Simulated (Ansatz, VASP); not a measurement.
## GaSb in two plane-wave programs

Aim: how closely do two programs agree when they are given the same cell, functional and k mesh? The cell is taken from a series of runs on this material, whose earlier steps may have relaxed, scaled, displaced or heated it; both programs get it as it stands.

Main program and level: Ansatz 0.2.0; plane waves, with VASP 6.6.1 beside it; zone-centre phonons at PBEsol.

### Step 1. Starting point

The structure is tetragonal, space group I-4m2 (No. 119). Conventional cell: a = 4.494 Å, b = 4.494 Å, c = 5.881 Å, α = 90.00°, β = 90.00°, γ = 90.00°. Nearest to Ga lie 4 Sb at 2.69 Å. Nearest to Sb lie 4 Ga at 2.69 Å. Farther neighbours are not listed.

As a file:

```xyz
2
Lattice="0.0000 3.1780 2.9406 3.1780 0.0000 2.9406 3.1780 3.1780 0.0000" Properties=species:S:1:pos:R:3 pbc="T T T"
Ga    0.0001    0.0001    0.0000
Sb    4.7669    4.7669    4.4109
```

### Step 2. VASP: zone-centre phonons, PBEsol

Second derivatives magnify differences that forces hide, and they need a tight electronic threshold.

Lines of VASP's logs that name or quote its potential files are left out, and so is its time.

INCAR

```
SYSTEM = GaSb
PREC = Accurate
ENCUT = 500
EDIFF = 1E-08
NELM = 120
ISMEAR = 0
SIGMA = 0.015
LREAL = .FALSE.
ALGO = Normal
GGA = PS
NBANDS = 15
LORBIT = 11
LWAVE = .FALSE.
LCHARG = .FALSE.
ISIF = 2
ISYM = 2
IBRION = 8
LASPH = .TRUE.
GGA_COMPAT = .FALSE.
EFERMI = MIDGAP
KPAR = 2
```

POSCAR

```
GaSb
1.0
    0.0000000000      3.1780225193      2.9406406775
    3.1780225193      0.0000000000      2.9406406775
    3.1780225193      3.1780225193      0.0000000000
Ga Sb
1 1
Direct
    0.0000037404      0.0000037404      0.0000367322
    0.7499962596      0.7499962596      0.7499632678
```

KPOINTS

```
Points of the shifted mesh
1728
Reciprocal
 0.0416666667  0.0416666667  0.0416666667 1
 0.0416666667  0.0416666667  0.1250000000 1
 0.0416666667  0.0416666667  0.2083333333 1
 0.0416666667  0.0416666667  0.2916666667 1
 0.0416666667  0.0416666667  0.3750000000 1
 0.0416666667  0.0416666667  0.4583333333 1
 0.0416666667  0.0416666667  0.5416666667 1
 0.0416666667  0.0416666667  0.6250000000 1
 0.0416666667  0.0416666667  0.7083333333 1
 0.0416666667  0.0416666667  0.7916666667 1
 0.0416666667  0.0416666667  0.8750000000 1
 0.0416666667  0.0416666667  0.9583333333 1
 0.0416666667  0.1250000000  0.0416666667 1
 0.0416666667  0.1250000000  0.1250000000 1
 0.0416666667  0.1250000000  0.2083333333 1
 0.0416666667  0.1250000000  0.2916666667 1
 0.0416666667  0.1250000000  0.3750000000 1
 0.0416666667  0.1250000000  0.4583333333 1
 0.0416666667  0.1250000000  0.5416666667 1
 0.0416666667  0.1250000000  0.6250000000 1
 0.0416666667  0.1250000000  0.7083333333 1
 0.0416666667  0.1250000000  0.7916666667 1
 0.0416666667  0.1250000000  0.8750000000 1
 0.0416666667  0.1250000000  0.9583333333 1
 0.0416666667  0.2083333333  0.0416666667 1
 0.0416666667  0.2083333333  0.1250000000 1
 0.0416666667  0.2083333333  0.2083333333 1
 0.0416666667  0.2083333333  0.2916666667 1
 0.0416666667  0.2083333333  0.3750000000 1
 0.0416666667  0.2083333333  0.4583333333 1
 0.0416666667  0.2083333333  0.5416666667 1
 0.0416666667  0.2083333333  0.6250000000 1
 0.0416666667  0.2083333333  0.7083333333 1
 0.0416666667  0.2083333333  0.7916666667 1
 0.0416666667  0.2083333333  0.8750000000 1
 0.0416666667  0.2083333333  0.9583333333 1
 0.0416666667  0.2916666667  0.0416666667 1
 0.0416666667  0.2916666667  0.1250000000 1
 0.0416666667  0.2916666667  0.2083333333 1
 0.0416666667  0.2916666667  0.2916666667 1
 0.0416666667  0.2916666667  0.3750000000 1
 0.0416666667  0.2916666667  0.4583333333 1
 0.0416666667  0.2916666667  0.5416666667 1
 0.0416666667  0.2916666667  0.6250000000 1
 0.0416666667  0.2916666667  0.7083333333 1
 0.0416666667  0.2916666667  0.7916666667 1
 0.0416666667  0.2916666667  0.8750000000 1
 0.0416666667  0.2916666667  0.9583333333 1
 0.0416666667  0.3750000000  0.0416666667 1
 0.0416666667  0.3750000000  0.1250000000 1
 0.0416666667  0.3750000000  0.2083333333 1
 0.0416666667  0.3750000000  0.2916666667 1
 0.0416666667  0.3750000000  0.3750000000 1
 0.0416666667  0.3750000000  0.4583333333 1
 0.0416666667  0.3750000000  0.5416666667 1
 0.0416666667  0.3750000000  0.6250000000 1
 0.0416666667  0.3750000000  0.7083333333 1
 0.0416666667  0.3750000000  0.7916666667 1
 0.0416666667  0.3750000000  0.8750000000 1
 0.0416666667  0.3750000000  0.9583333333 1
 0.0416666667  0.4583333333  0.0416666667 1
 0.0416666667  0.4583333333  0.1250000000 1
 0.0416666667  0.4583333333  0.2083333333 1
 0.0416666667  0.4583333333  0.2916666667 1
 0.0416666667  0.4583333333  0.3750000000 1
 0.0416666667  0.4583333333  0.4583333333 1
 0.0416666667  0.4583333333  0.5416666667 1
 0.0416666667  0.4583333333  0.6250000000 1
 0.0416666667  0.4583333333  0.7083333333 1
 0.0416666667  0.4583333333  0.7916666667 1
 0.0416666667  0.4583333333  0.8750000000 1
 0.0416666667  0.4583333333  0.9583333333 1
 0.0416666667  0.5416666667  0.0416666667 1
 0.0416666667  0.5416666667  0.1250000000 1
 0.0416666667  0.5416666667  0.2083333333 1
 0.0416666667  0.5416666667  0.2916666667 1
 0.0416666667  0.5416666667  0.3750000000 1
 0.0416666667  0.5416666667  0.4583333333 1
 0.0416666667  0.5416666667  0.5416666667 1
 0.0416666667  0.5416666667  0.6250000000 1
 0.0416666667  0.5416666667  0.7083333333 1
 0.0416666667  0.5416666667  0.7916666667 1
 0.0416666667  0.5416666667  0.8750000000 1
 0.0416666667  0.5416666667  0.9583333333 1
 0.0416666667  0.6250000000  0.0416666667 1
 0.0416666667  0.6250000000  0.1250000000 1
 0.0416666667  0.6250000000  0.2083333333 1
 0.0416666667  0.6250000000  0.2916666667 1
 0.0416666667  0.6250000000  0.3750000000 1
 0.0416666667  0.6250000000  0.4583333333 1
 0.0416666667  0.6250000000  0.5416666667 1
 0.0416666667  0.6250000000  0.6250000000 1
 0.0416666667  0.6250000000  0.7083333333 1
 0.0416666667  0.6250000000  0.7916666667 1
 0.0416666667  0.6250000000  0.8750000000 1
 0.0416666667  0.6250000000  0.9583333333 1
 0.0416666667  0.7083333333  0.0416666667 1
 0.0416666667  0.7083333333  0.1250000000 1
 0.0416666667  0.7083333333  0.2083333333 1
 0.0416666667  0.7083333333  0.2916666667 1
 0.0416666667  0.7083333333  0.3750000000 1
 0.0416666667  0.7083333333  0.4583333333 1
 0.0416666667  0.7083333333  0.5416666667 1
 0.0416666667  0.7083333333  0.6250000000 1
 0.0416666667  0.7083333333  0.7083333333 1
 0.0416666667  0.7083333333  0.7916666667 1
 0.0416666667  0.7083333333  0.8750000000 1
 0.0416666667  0.7083333333  0.9583333333 1
 0.0416666667  0.7916666667  0.0416666667 1
 0.0416666667  0.7916666667  0.1250000000 1
 0.0416666667  0.7916666667  0.2083333333 1
 0.0416666667  0.7916666667  0.2916666667 1
[... 1390 lines left out ...]
 0.8750000000  0.4583333333  0.1250000000 1
 0.8750000000  0.4583333333  0.2083333333 1
 0.8750000000  0.4583333333  0.2916666667 1
 0.8750000000  0.4583333333  0.3750000000 1
 0.8750000000  0.4583333333  0.4583333333 1
 0.8750000000  0.4583333333  0.5416666667 1
 0.8750000000  0.4583333333  0.6250000000 1
 0.8750000000  0.4583333333  0.7083333333 1
 0.8750000000  0.4583333333  0.7916666667 1
 0.8750000000  0.4583333333  0.8750000000 1
 0.8750000000  0.4583333333  0.9583333333 1
 0.8750000000  0.5416666667  0.0416666667 1
 0.8750000000  0.5416666667  0.1250000000 1
 0.8750000000  0.5416666667  0.2083333333 1
 0.8750000000  0.5416666667  0.2916666667 1
 0.8750000000  0.5416666667  0.3750000000 1
 0.8750000000  0.5416666667  0.4583333333 1
 0.8750000000  0.5416666667  0.5416666667 1
 0.8750000000  0.5416666667  0.6250000000 1
 0.8750000000  0.5416666667  0.7083333333 1
 0.8750000000  0.5416666667  0.7916666667 1
 0.8750000000  0.5416666667  0.8750000000 1
 0.8750000000  0.5416666667  0.9583333333 1
 0.8750000000  0.6250000000  0.0416666667 1
 0.8750000000  0.6250000000  0.1250000000 1
 0.8750000000  0.6250000000  0.2083333333 1
 0.8750000000  0.6250000000  0.2916666667 1
 0.8750000000  0.6250000000  0.3750000000 1
 0.8750000000  0.6250000000  0.4583333333 1
 0.8750000000  0.6250000000  0.5416666667 1
 0.8750000000  0.6250000000  0.6250000000 1
 0.8750000000  0.6250000000  0.7083333333 1
 0.8750000000  0.6250000000  0.7916666667 1
 0.8750000000  0.6250000000  0.8750000000 1
 0.8750000000  0.6250000000  0.9583333333 1
 0.8750000000  0.7083333333  0.0416666667 1
 0.8750000000  0.7083333333  0.1250000000 1
 0.8750000000  0.7083333333  0.2083333333 1
 0.8750000000  0.7083333333  0.2916666667 1
 0.8750000000  0.7083333333  0.3750000000 1
 0.8750000000  0.7083333333  0.4583333333 1
 0.8750000000  0.7083333333  0.5416666667 1
 0.8750000000  0.7083333333  0.6250000000 1
 0.8750000000  0.7083333333  0.7083333333 1
 0.8750000000  0.7083333333  0.7916666667 1
 0.8750000000  0.7083333333  0.8750000000 1
 0.8750000000  0.7083333333  0.9583333333 1
 0.8750000000  0.7916666667  0.0416666667 1
 0.8750000000  0.7916666667  0.1250000000 1
 0.8750000000  0.7916666667  0.2083333333 1
 0.8750000000  0.7916666667  0.2916666667 1
 0.8750000000  0.7916666667  0.3750000000 1
 0.8750000000  0.7916666667  0.4583333333 1
 0.8750000000  0.7916666667  0.5416666667 1
 0.8750000000  0.7916666667  0.6250000000 1
 0.8750000000  0.7916666667  0.7083333333 1
 0.8750000000  0.7916666667  0.7916666667 1
 0.8750000000  0.7916666667  0.8750000000 1
 0.8750000000  0.7916666667  0.9583333333 1
 0.8750000000  0.8750000000  0.0416666667 1
 0.8750000000  0.8750000000  0.1250000000 1
 0.8750000000  0.8750000000  0.2083333333 1
 0.8750000000  0.8750000000  0.2916666667 1
 0.8750000000  0.8750000000  0.3750000000 1
 0.8750000000  0.8750000000  0.4583333333 1
 0.8750000000  0.8750000000  0.5416666667 1
 0.8750000000  0.8750000000  0.6250000000 1
 0.8750000000  0.8750000000  0.7083333333 1
 0.8750000000  0.8750000000  0.7916666667 1
 0.8750000000  0.8750000000  0.8750000000 1
 0.8750000000  0.8750000000  0.9583333333 1
 0.8750000000  0.9583333333  0.0416666667 1
 0.8750000000  0.9583333333  0.1250000000 1
 0.8750000000  0.9583333333  0.2083333333 1
 0.8750000000  0.9583333333  0.2916666667 1
 0.8750000000  0.9583333333  0.3750000000 1
 0.8750000000  0.9583333333  0.4583333333 1
 0.8750000000  0.9583333333  0.5416666667 1
 0.8750000000  0.9583333333  0.6250000000 1
 0.8750000000  0.9583333333  0.7083333333 1
 0.8750000000  0.9583333333  0.7916666667 1
 0.8750000000  0.9583333333  0.8750000000 1
 0.8750000000  0.9583333333  0.9583333333 1
 0.9583333333  0.0416666667  0.0416666667 1
 0.9583333333  0.0416666667  0.1250000000 1
 0.9583333333  0.0416666667  0.2083333333 1
 0.9583333333  0.0416666667  0.2916666667 1
 0.9583333333  0.0416666667  0.3750000000 1
 0.9583333333  0.0416666667  0.4583333333 1
 0.9583333333  0.0416666667  0.5416666667 1
 0.9583333333  0.0416666667  0.6250000000 1
 0.9583333333  0.0416666667  0.7083333333 1
 0.9583333333  0.0416666667  0.7916666667 1
 0.9583333333  0.0416666667  0.8750000000 1
 0.9583333333  0.0416666667  0.9583333333 1
 0.9583333333  0.1250000000  0.0416666667 1
 0.9583333333  0.1250000000  0.1250000000 1
 0.9583333333  0.1250000000  0.2083333333 1
 0.9583333333  0.1250000000  0.2916666667 1
 0.9583333333  0.1250000000  0.3750000000 1
 0.9583333333  0.1250000000  0.4583333333 1
 0.9583333333  0.1250000000  0.5416666667 1
 0.9583333333  0.1250000000  0.6250000000 1
 0.9583333333  0.1250000000  0.7083333333 1
 0.9583333333  0.1250000000  0.7916666667 1
 0.9583333333  0.1250000000  0.8750000000 1
 0.9583333333  0.1250000000  0.9583333333 1
 0.9583333333  0.2083333333  0.0416666667 1
 0.9583333333  0.2083333333  0.1250000000 1
 0.9583333333  0.2083333333  0.2083333333 1
 0.9583333333  0.2083333333  0.2916666667 1
 0.9583333333  0.2083333333  0.3750000000 1
 0.9583333333  0.2083333333  0.4583333333 1
 0.9583333333  0.2083333333  0.5416666667 1
 0.9583333333  0.2083333333  0.6250000000 1
 0.9583333333  0.2083333333  0.7083333333 1
 0.9583333333  0.2083333333  0.7916666667 1
 0.9583333333  0.2083333333  0.8750000000 1
 0.9583333333  0.2083333333  0.9583333333 1
 0.9583333333  0.2916666667  0.0416666667 1
 0.9583333333  0.2916666667  0.1250000000 1
 0.9583333333  0.2916666667  0.2083333333 1
 0.9583333333  0.2916666667  0.2916666667 1
 0.9583333333  0.2916666667  0.3750000000 1
 0.9583333333  0.2916666667  0.4583333333 1
 0.9583333333  0.2916666667  0.5416666667 1
 0.9583333333  0.2916666667  0.6250000000 1
 0.9583333333  0.2916666667  0.7083333333 1
 0.9583333333  0.2916666667  0.7916666667 1
 0.9583333333  0.2916666667  0.8750000000 1
 0.9583333333  0.2916666667  0.9583333333 1
 0.9583333333  0.3750000000  0.0416666667 1
 0.9583333333  0.3750000000  0.1250000000 1
 0.9583333333  0.3750000000  0.2083333333 1
 0.9583333333  0.3750000000  0.2916666667 1
 0.9583333333  0.3750000000  0.3750000000 1
 0.9583333333  0.3750000000  0.4583333333 1
 0.9583333333  0.3750000000  0.5416666667 1
 0.9583333333  0.3750000000  0.6250000000 1
 0.9583333333  0.3750000000  0.7083333333 1
 0.9583333333  0.3750000000  0.7916666667 1
 0.9583333333  0.3750000000  0.8750000000 1
 0.9583333333  0.3750000000  0.9583333333 1
 0.9583333333  0.4583333333  0.0416666667 1
 0.9583333333  0.4583333333  0.1250000000 1
 0.9583333333  0.4583333333  0.2083333333 1
 0.9583333333  0.4583333333  0.2916666667 1
 0.9583333333  0.4583333333  0.3750000000 1
 0.9583333333  0.4583333333  0.4583333333 1
 0.9583333333  0.4583333333  0.5416666667 1
 0.9583333333  0.4583333333  0.6250000000 1
 0.9583333333  0.4583333333  0.7083333333 1
 0.9583333333  0.4583333333  0.7916666667 1
 0.9583333333  0.4583333333  0.8750000000 1
 0.9583333333  0.4583333333  0.9583333333 1
 0.9583333333  0.5416666667  0.0416666667 1
 0.9583333333  0.5416666667  0.1250000000 1
 0.9583333333  0.5416666667  0.2083333333 1
 0.9583333333  0.5416666667  0.2916666667 1
 0.9583333333  0.5416666667  0.3750000000 1
 0.9583333333  0.5416666667  0.4583333333 1
 0.9583333333  0.5416666667  0.5416666667 1
 0.9583333333  0.5416666667  0.6250000000 1
 0.9583333333  0.5416666667  0.7083333333 1
 0.9583333333  0.5416666667  0.7916666667 1
 0.9583333333  0.5416666667  0.8750000000 1
 0.9583333333  0.5416666667  0.9583333333 1
 0.9583333333  0.6250000000  0.0416666667 1
 0.9583333333  0.6250000000  0.1250000000 1
 0.9583333333  0.6250000000  0.2083333333 1
 0.9583333333  0.6250000000  0.2916666667 1
 0.9583333333  0.6250000000  0.3750000000 1
 0.9583333333  0.6250000000  0.4583333333 1
 0.9583333333  0.6250000000  0.5416666667 1
 0.9583333333  0.6250000000  0.6250000000 1
 0.9583333333  0.6250000000  0.7083333333 1
 0.9583333333  0.6250000000  0.7916666667 1
 0.9583333333  0.6250000000  0.8750000000 1
 0.9583333333  0.6250000000  0.9583333333 1
 0.9583333333  0.7083333333  0.0416666667 1
 0.9583333333  0.7083333333  0.1250000000 1
 0.9583333333  0.7083333333  0.2083333333 1
 0.9583333333  0.7083333333  0.2916666667 1
 0.9583333333  0.7083333333  0.3750000000 1
 0.9583333333  0.7083333333  0.4583333333 1
 0.9583333333  0.7083333333  0.5416666667 1
 0.9583333333  0.7083333333  0.6250000000 1
 0.9583333333  0.7083333333  0.7083333333 1
 0.9583333333  0.7083333333  0.7916666667 1
 0.9583333333  0.7083333333  0.8750000000 1
 0.9583333333  0.7083333333  0.9583333333 1
 0.9583333333  0.7916666667  0.0416666667 1
 0.9583333333  0.7916666667  0.1250000000 1
 0.9583333333  0.7916666667  0.2083333333 1
 0.9583333333  0.7916666667  0.2916666667 1
 0.9583333333  0.7916666667  0.3750000000 1
 0.9583333333  0.7916666667  0.4583333333 1
 0.9583333333  0.7916666667  0.5416666667 1
 0.9583333333  0.7916666667  0.6250000000 1
 0.9583333333  0.7916666667  0.7083333333 1
 0.9583333333  0.7916666667  0.7916666667 1
 0.9583333333  0.7916666667  0.8750000000 1
 0.9583333333  0.7916666667  0.9583333333 1
 0.9583333333  0.8750000000  0.0416666667 1
 0.9583333333  0.8750000000  0.1250000000 1
 0.9583333333  0.8750000000  0.2083333333 1
 0.9583333333  0.8750000000  0.2916666667 1
 0.9583333333  0.8750000000  0.3750000000 1
 0.9583333333  0.8750000000  0.4583333333 1
 0.9583333333  0.8750000000  0.5416666667 1
 0.9583333333  0.8750000000  0.6250000000 1
 0.9583333333  0.8750000000  0.7083333333 1
 0.9583333333  0.8750000000  0.7916666667 1
 0.9583333333  0.8750000000  0.8750000000 1
 0.9583333333  0.8750000000  0.9583333333 1
 0.9583333333  0.9583333333  0.0416666667 1
 0.9583333333  0.9583333333  0.1250000000 1
 0.9583333333  0.9583333333  0.2083333333 1
 0.9583333333  0.9583333333  0.2916666667 1
 0.9583333333  0.9583333333  0.3750000000 1
 0.9583333333  0.9583333333  0.4583333333 1
 0.9583333333  0.9583333333  0.5416666667 1
 0.9583333333  0.9583333333  0.6250000000 1
 0.9583333333  0.9583333333  0.7083333333 1
 0.9583333333  0.9583333333  0.7916666667 1
 0.9583333333  0.9583333333  0.8750000000 1
 0.9583333333  0.9583333333  0.9583333333 1
```

The projector-augmented-wave data sets are Ga_d and Sb (PBE family, release 64).

On the command line:

```sh
mpirun -np 2 vasp_std
```

Numbers of over 12 decimals in the logs are rounded to 6 here.

The program printed:

```text
[banner, memory and clock lines left out]
running    2 mpi-ranks, on    1 nodes
[...]
|                                                                             |
|               ----> ADVICE to this user running VASP <----                  |
|                                                                             |
|     You enforced a specific xc type in the INCAR file but a different       |
|     [... a line on the potential file left out ...]
|     I HOPE YOU KNOW WHAT YOU ARE DOING!                                     |
|                                                                             |

 LDA part: xc-table for (Slater+PW92), standard interpolation
 POSCAR, INCAR and KPOINTS ok, starting setup
[...]
entering main loop
       N       E                     dE             d eps       ncg     rms          rms(c)
DAV:   1     0.788342289300E+02    0.78834E+02   -0.84807E+03 52431   0.142E+03
DAV:   2    -0.210798411294E+01   -0.80942E+02   -0.78126E+02 59995   0.296E+02
DAV:   3    -0.809676451516E+01   -0.59888E+01   -0.59617E+01 62515   0.666E+01
DAV:   4    -0.820256939553E+01   -0.10580E+00   -0.10579E+00 63916   0.100E+01
[...]
DAV:  13    -0.811361345807E+01    0.39847E-07   -0.32510E-08 59862   0.138E-03    0.326E-04
DAV:  14    -0.811361350122E+01   -0.43153E-07   -0.39051E-09 53059   0.554E-04    0.113E-04
DAV:  15    -0.811361350156E+01   -0.33560E-09   -0.37536E-10 33795   0.187E-04
   1 F= -.81136135E+01 E0= -.81136135E+01  d E =-.667809E-17
 Linear response reoptimize wavefunctions to high precision
DAV:   1    -0.811361349748E+01    0.40827E-08   -0.11895E-10 35342   0.105E-04
[...]
first order change of Fermi-energy  -0.63048E-01
 force on displaced ion       1 direction 3 :  -0.011  -0.011  -7.049
 Linear response progress:
  Degree of freedom:   3/  4
       N       E                     dE             d eps       ncg     rms          rms(c)
RMM:   1    -0.284327546773E-01   -0.28433E-01    0.85205E-03105506   0.131E+00
RMM:   2    -0.257249872854E-01    0.27078E-02   -0.31677E-03 94633   0.364E-01    0.648E-02
RMM:   3    -0.256941804608E-01    0.30807E-04   -0.18525E-04105623   0.969E-02    0.354E-02
RMM:   4    -0.257463869133E-01   -0.52206E-04   -0.39400E-05105176   0.427E-02    0.427E-03
RMM:   5    -0.257555100750E-01   -0.91232E-05   -0.52704E-06109825   0.146E-02    0.274E-03
RMM:   6    -0.257483609772E-01    0.71491E-05   -0.81983E-07101220   0.490E-03    0.495E-04
RMM:   7    -0.257477241204E-01    0.63686E-06   -0.72796E-08110141   0.154E-03    0.237E-04
RMM:   8    -0.257473038221E-01    0.42030E-06   -0.18339E-08102998   0.535E-04    0.531E-05
RMM:   9    -0.257473016929E-01    0.21292E-08   -0.21968E-09109346   0.204E-04    0.200E-05
 first order change of Fermi-energy   0.14708E+01
 force on displaced ion       2 direction 1 :  -7.156  -0.011   0.001
 Linear response progress:
  Degree of freedom:   4/  4
       N       E                     dE             d eps       ncg     rms          rms(c)
RMM:   1    -0.275946796980E-01   -0.27595E-01    0.12977E-02105630   0.127E+00
RMM:   2    -0.257757599729E-01    0.18189E-02   -0.32003E-03 95328   0.337E-01    0.605E-02
RMM:   3    -0.256798149011E-01    0.95945E-04   -0.18622E-04105180   0.935E-02    0.332E-02
RMM:   4    -0.256963647149E-01   -0.16550E-04   -0.40935E-05103772   0.421E-02    0.441E-03
[...]
RMM:   9    -0.256980426254E-01    0.81953E-07   -0.24617E-09105809   0.209E-04    0.145E-05
RMM:  10    -0.256980841707E-01   -0.41545E-07   -0.31750E-10101777   0.833E-05    0.291E-06
RMM:  11    -0.256980896956E-01   -0.55249E-08   -0.38144E-11109190   0.297E-05    0.420E-06
 first order change of Fermi-energy   0.63021E-01
 force on displaced ion       2 direction 3 :   0.001   0.001  -7.043
 Linear response finished
```

(Continued in part 2 of 2.)

[Lines on the potential files, build, host, timing and source positions are cut from VASP's logs without a mark.]

[Logs are printed without paths, hosts, clocks, repeated set-up lines and the standing remarks that a program may print on its own settings, such as how far it seeks lower states.]

[Hosts, paths, dates, database ids (printed as entryN), source tags and the programs' standing remarks are cut or masked in the printed files.]
